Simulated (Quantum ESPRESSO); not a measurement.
# ZnS (Wurtzite-2H) under changes of volume

One of the cells (19.603 Å³/atom); the others are scaled copies at fixed shape and fractional positions:

```
Zn S
1.0
     3.81100    0.00000    0.00000
    -1.90550    3.30042    0.00000
     0.00000    0.00000    6.23400
Zn S
2 2
Direct
  0.66667 0.33333 0.50000
  0.33333 0.66667 0.00000
  0.66667 0.33333 0.88500
  0.33333 0.66667 0.38500
```

| Quantity | Value |
| --- | --- |
| Program | Quantum ESPRESSO 7.5 |
| Functional | r2SCAN |
| Potentials or basis | SG15 PBE 1.2 |
| Cutoff | 952 eV |
| Density cutoff | 3810 eV |
| k mesh | 4 × 4 × 3 |
| Occupations | fermi-dirac, width 0.05 eV |
| Spin | no spin polarisation |

```csv
volume (Å³/atom),energy over the lowest point (meV/atom),pressure (GPa),gap on the mesh (eV)
18.427,?,?,?
18.819,14.14,4.5,2.96
19.211,5.16,2.6,2.86
19.603,0.59,0.9,2.76
19.995,0.00,-0.6,2.66
20.387,2.97,-2.0,2.57
20.779,9.16,-3.2,2.48
```

Question: What does the run at 18.427 Å³/atom give?

Answer: Energy over the lowest point 28.02 meV/atom; pressure 6.6 GPa; gap on the mesh 3.06 eV.

Worked out: A Birch-Murnaghan fit of order 3 (a polynomial in V^(-2/3)) to the other rows has its minimum at 19.86 Å³/atom with B0 = V·E''(V) = 77 GPa and B' = 4.4 at fixed shape and positions, which overstates the stiffness. It gives 28.04 meV/atom at 18.427 Å³/atom, against the run's 28.02, and -dE/dV = 6.8 GPa, against 6.6. A straight line through the other rows of the gap, of slope -4.86 eV per unit of ln V (its deformation potential), extrapolates to 3.06 eV, against the run's 3.06.

Energies are extrapolated to zero smearing.

Caveats: all runs use coarse meshes; the potentials were made for another functional, which shifts forces and pressure.
